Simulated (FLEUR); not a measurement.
A run of FLEUR MaX-R8.1 (later development tree) is set up as follows.

File inp.xml:

```xml
<?xml version="1.0" encoding="UTF-8" standalone="no"?>
<fleurInput fleurInputVersion="0.39">
   <comment>
      NiO                                                                                                 
   </comment>
   <calculationSetup>
      <cutoffs Kmax="4.78" Gmax="14.8" GmaxXC="14.8" numbands="0"/>
      <scfLoop itmax="100" minDistance="0.0002" maxIterBroyd="50" imix="Anderson" alpha="0.05" precondParam="0.0" spinf="2.0" sdNocoIR="T"/>
      <coreElectrons ctail="T" frcor="F" kcrel="0" coretail_lmax="0"/>
      <xcFunctional name="PBEs" relativisticCorrections="F"/>
      <magnetism jspins="2"/>
      <soc l_soc="F" theta="0.0" phi="0.0" spav="F"/>
      <expertModes spex="0" secvar="F"/>
      <geometryOptimization l_f="F" forcealpha="1.0" forcemix="BFGS" epsdisp="0.00001" epsforce="0.00001"/>
      <ldaU l_linMix="F" mixParam="0.05" spinf="1.0"/>
   </calculationSetup>
   <cell>
      <bzIntegration valenceElectrons="24.0" mode="hist" fermiSmearingEnergy="0.00183747">
         <kPointListSelection listName="default-1"/>
         <!-- k-points included here -->
         <xi:include xmlns:xi="http://www.w3.org/2001/XInclude" href="kpts.xml"> </xi:include>
      </bzIntegration>
      <!-- symmetry operations included here -->
      <xi:include xmlns:xi="http://www.w3.org/2001/XInclude" href="sym.xml"> </xi:include>
      <bulkLattice scale="1.0">
         <bravaisMatrix>
            <row-1>    0.0000000000000000     3.9417828250996005     3.9417828250996005</row-1>
            <row-2>    3.9417828250996005     0.0000000000000000     3.9417828250996005</row-2>
            <row-3>    3.9417828250996005     3.9417828250996005     0.0000000000000000</row-3>
         </bravaisMatrix>
      </bulkLattice>
   </cell>
   <atomSpecies>
      <species name="Nickel (Ni1.000" element="Ni" atomicNumber="28">
         <mtSphere radius="2.05" gridPoints="685" logIncrement="0.018"/>
         <atomicCutoffs lmax="8" lnonsphr="8"/>
         <electronConfig flipSpins="F">
            <coreConfig>(1s1/2) (2s1/2) (2p1/2) (2p3/2)</coreConfig>
            <valenceConfig>(3s1/2) (3p1/2) (3p3/2) (4s1/2) (3d3/2) (3d5/2)</valenceConfig>
            <stateOccupation state="(3d3/2)" spinUp="1.6" spinDown="1.6"/>
            <stateOccupation state="(3d5/2)" spinUp="2.9" spinDown="1.9"/>
         </electronConfig>
         <energyParameters s="4" p="4" d="3" f="4"/>
         <ldaU l="2" U="0.0" J="0.0" l_amf="F"/>
         <lo type="SCLO" l="0" n="3" eDeriv="0"/>
         <lo type="SCLO" l="1" n="3" eDeriv="0"/>
         <lo type="SCLO" l="1" n="3" eDeriv="1"/>
         <lo type="SCLO" l="3" n="4" eDeriv="2"/>
      </species>
      <species name="Oxygen (O)" element="O" atomicNumber="8">
         <mtSphere radius="1.57" gridPoints="523" logIncrement="0.02"/>
         <atomicCutoffs lmax="8" lnonsphr="8"/>
         <electronConfig flipSpins="F">
            <coreConfig>(1s1/2)</coreConfig>
            <valenceConfig>(2s1/2) (2p1/2) (2p3/2)</valenceConfig>
            <stateOccupation state="(2p1/2)" spinUp="0.666667" spinDown="0.666667"/>
            <stateOccupation state="(2p3/2)" spinUp="1.333333" spinDown="1.333333"/>
         </electronConfig>
         <energyParameters s="2" p="2" d="3" f="4"/>
         <lo type="SCLO" l="0" n="2" eDeriv="2"/>
         <lo type="SCLO" l="1" n="2" eDeriv="2"/>
         <lo type="SCLO" l="2" n="3" eDeriv="2"/>
      </species>
   </atomSpecies>
   <atomGroups>
      <atomGroup species="Nickel (Ni1.000">
         <relPos label="                   1">.0000000000 .0000000000 .0000000000</relPos>
         <force calculate="T" relaxXYZ="TTT"/>
      </atomGroup>
      <atomGroup species="Oxygen (O)">
         <relPos label="                   2">1.000/2.000 1.000/2.000 1.000/2.000</relPos>
         <force calculate="T" relaxXYZ="TTT"/>
      </atomGroup>
   </atomGroups>
   <output dos="F" band="F" slice="F">
      <checks vchk="F" cdinf="F"/>
      <bandDOS minEnergy="-.5*Htr" maxEnergy="0.5*Htr" sigma="0.015" storeEVData="T"/>
      <vacuumDOS vacdos="F" integ="F" star="F" nstars="0" locx1="0.0" locy1="0.0" locx2="0.0" locy2="0.0" nstm="0" tworkf="0.0"/>
      <unfoldingBand unfoldBand="F" supercellX="1" supercellY="1" supercellZ="1"/>
      <plotting iplot="0" polar="F">
         <plot TwoD="T" vec1="  1.0  0.0  0.0" vec2="  0.0  1.0  0.0" vec3="  0.0  0.0  1.0" zero="  0.0  0.0  0.0" file="plot"/>
      </plotting>
      <chargeDensitySlicing numkpt="0" minEigenval="0.0" maxEigenval="0.0" nnne="0" pallst="F"/>
      <specialOutput eonly="F"/>
      <moessbauerParams electricFieldGradient="T" isomerShift="T" coreHyperfine="T" valenceHyperfine="T"/>
      <magneticCircularDichroism mcd="F" energyLo="-10.0" energyUp="0.0"/>
   </output>
  <!-- We include the file relax.xml here to enable relaxations (see documentation) -->
  <xi:include xmlns:xi="http://www.w3.org/2001/XInclude" href="relax.xml"> <xi:fallback/> </xi:include>
</fleurInput>
```

File crystal.txt:

```
NiO
&input cartesian=F /
0.0000000000  2.0859016414  2.0859016414
2.0859016414  0.0000000000  2.0859016414
2.0859016414  2.0859016414  0.0000000000
1.8897261246
1.0 1.0 1.0

2
28 0.0000000000  0.0000000000  0.0000000000 : 1.000
8 0.5000000000  0.5000000000  0.5000000000

&kpt div1=9 div2=9 div3=9 gamma=T /
```

Potentials or basis: all-electron, FLAPW.

Launch:

```bash
$ inpgen -f crystal.txt -profile fastHighL
$ # inp.xml edited to the form shown
$ fleur_MPI
```

Problem. Predict the net moment.

Solution. 1.23 μB per cell.

Problem. What does it give for the band gap on the k mesh?

Solution. None (metal or under the smearing width).

Problem. Estimate the site moments.

Solution. Ni +1.04; O +0.17 μB.

Eigenvalues of the final occupation matrices:
```tsv
site	spin	trace	eigenvalues
atom type 1	1	4.48	0.85 0.85 0.92 0.92 0.92
atom type 1	2	3.46	0.37 0.37 0.91 0.91 0.91
```

Caveat: a cell with one magnetic atom can't hold antiferromagnetic order, which such compounds often take. The state reached can hang on the start; a lower one may exist.

The gap isn't set beside the measured one, since this odd mesh misses points on the zone boundary.
